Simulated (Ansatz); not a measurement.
Write the native input for Ansatz 0.2.0 that does the following.

```yaml
Task: band structure
Functional: PBEsol
Potentials_or_basis: all-electron LAPW, non-relativistic
Cutoff: 125 eV (chosen from the basis error)
Basis_error_allowed: 0.001 eV/atom
k_mesh: 8 × 8 × 4
Occupations: fermi-dirac, width 0.05 eV
Spin: collinear spin, ferromagnetic start
Starting_moments: "[1.0, 1.0] μB"
```

The system is Yb.

```
Yb
1.0
     3.87990    0.00000    0.00000
    -1.93995    3.36009    0.00000
     0.00000    0.00000    6.38590
Yb
2
Direct
  0.66667 0.33333 0.75000
  0.33333 0.66667 0.25000
```

This isn't the form of Yb at room conditions, which is fcc.

These files were run (other wordings do the same):

input.yaml

```yaml
crystal:
  lattice:
    - [3.8799, 0.0, 0.0]
    - [-1.93995, 3.3600919641, 0.0]
    - [0.0, 0.0, 6.3859]
  atoms:
    - { symbol: Yb, position: [0.6666666667, 0.3333333333, 0.75], spin: 1.0 }
    - { symbol: Yb, position: [0.3333333333, 0.6666666667, 0.25], spin: 1.0 }
kpoints:
  mp_grid: { grid: [8, 8, 4] }
  band_path:
    path:
      - [0.0, 0.0, 0.0]
      - [0.5, 0.0, 0.0]
      - [0.3333333333, 0.3333333333, 0.0]
      - [0.0, 0.0, 0.0]
      - [0.0, 0.0, 0.5]
      - [0.5, 0.0, 0.5]
      - [0.3333333333, 0.3333333333, 0.5]
      - [0.0, 0.0, 0.5]
    npoints: 8
scf:
  occupations: { method: fermi_dirac, width: 0.05 }
hamiltonian:
  xc: pbesol
  pseudopotentials:
    kind: all_electron
    lapw: { basis_error: 0.001 }
    relativity: none
magnetization:
  spin_polarized: true
output:
  forces: true
  stress: true
  eigenvalues: true
```

Potentials or basis: all-electron LAPW, non-relativistic.

Launch:

```sh
$ ansatz run input.yaml --threads 2 --pin off --max-ram 6144MiB --backend cpu --events-out ev --progress --plain --runs-dir out
```

Results of the run:

- Pressure: 1.2 GPa
- Band gap along the path: none (metal or under the smearing width)
- Net moment: 0.00 μB per cell
- Absolute moment: 0.00 μB per cell

Caveat: an open f shell can end in a state above the lowest; relativity is left out, which matters for the heavier elements; spin-orbit coupling is left out, which moves the levels of the heavy elements; the starting moments weren't kept.

It took 35 s on 2 threads of AMD EPYC (Zen 3), with other jobs on the host, peak memory 0.43 GiB.
